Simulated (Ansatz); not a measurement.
Runs of Ansatz 0.2.0 on GaN. The structure is cubic, space group Fm-3m (No. 225). The conventional cell has a = 4.270 Å, b = 4.270 Å, c = 4.270 Å, α = 90.00°, β = 90.00°, γ = 90.00°. Ga (site symmetry m-3m) has 6 N at 2.14 Å as nearest neighbours. Around N (site symmetry m-3m) lie 6 Ga at 2.14 Å. Measurements of this composition are mostly on another form, of space group No. 186.

```tsv
task	level	spin	cell	k mesh	cutoff (eV)	points for each segment of the path	gap on the mesh (eV)	pressure (GPa)	relaxed volume (Å³/atom)
band structure	r2SCAN	SOC, no magnetisation	as given	8 × 8 × 8	500	14	(b)	-8.5	-
relaxation of cell and atoms	RPBE+D3(BJ)	off	relaxed	11 × 11 × 11	420	-	1.26	0.0	8.85
relaxation of cell and atoms	PBEsol+D3(BJ)	off	relaxed	11 × 11 × 11	420	-	(c)	0.0	(a)
relaxation of cell and atoms	PBEsol+D4	off	relaxed	11 × 11 × 11	420	-	0.81	0.0	9.22
```

Alike in all rows: potentials or basis Ansatz PAW; smearing fermi-dirac 0.05 eV.

Task: Fill in the values left out.

Result: (a) 9.20; (b) 0.94; (c) 0.82.

Caveats: the PAW data sets come from PBE, with cores solved anew for the run's functional, which leaves a small shift of forces and pressure; odd divisions of the mesh miss points on the zone boundary, where band edges often lie, so the gap on the mesh can be too wide (some runs); the plane-wave basis is chosen anew once the cell has moved, so the energies of steps on either side of that aren't comparable (some runs).

A k mesh can miss the band edges, and rows without SOC leave out spin-orbit coupling on Ga.

Runs at the PBE level aren't shown here.
